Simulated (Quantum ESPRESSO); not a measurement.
## InP: equation of state with r2SCAN

**Experimental background.**

A printed reference work, data compilation reports, for a bulk crystal of InP: bulk modulus 71 GPa.

InP:

```
In P
1.0
     0.00000    2.93050    2.93050
     2.93050    0.00000    2.93050
     2.93050    2.93050    0.00000
In P
1 1
Direct
  0.00000 0.00000 0.00000
  0.75000 0.75000 0.75000
```

```
Program             : Quantum ESPRESSO 7.5
Task                : equation of state
Functional          : r2SCAN
Potentials or basis : SG15 PBE 1.2
Cutoff              : 952 eV
Density cutoff      : 3810 eV
k mesh              : 6 × 6 × 6
Occupations         : fermi-dirac, width 0.05 eV
Spin                : no spin polarisation
Symmetry            : off
Mixing beta         : 0.5
Most SCF iterations : 120
SCF threshold       : 1e-08 Ry
```

The equilibrium volume is 25.28 Å³/atom, the bulk modulus is 68 GPa and the pressure derivative of the bulk modulus is 4.7.

Energy against volume, from the lowest point:
```csv
volume (Å³/atom),energy (meV/atom)
23.657,24.88
24.160,11.30
24.663,3.21
25.167,0.00
25.670,1.17
26.173,6.21
26.677,14.76
```

All runs of the series together: 20 min on 4 threads of Arm Neoverse N1, with other jobs on the host.

A measured bulk modulus of InP is 71 GPa (a printed reference work, data compilation); the calculated 68 GPa misses it by -4.2 %. The fit is for a static lattice scaled at fixed shape and fixed fractional positions.

Caveat: the potentials were made for another functional, which shifts forces and pressure.
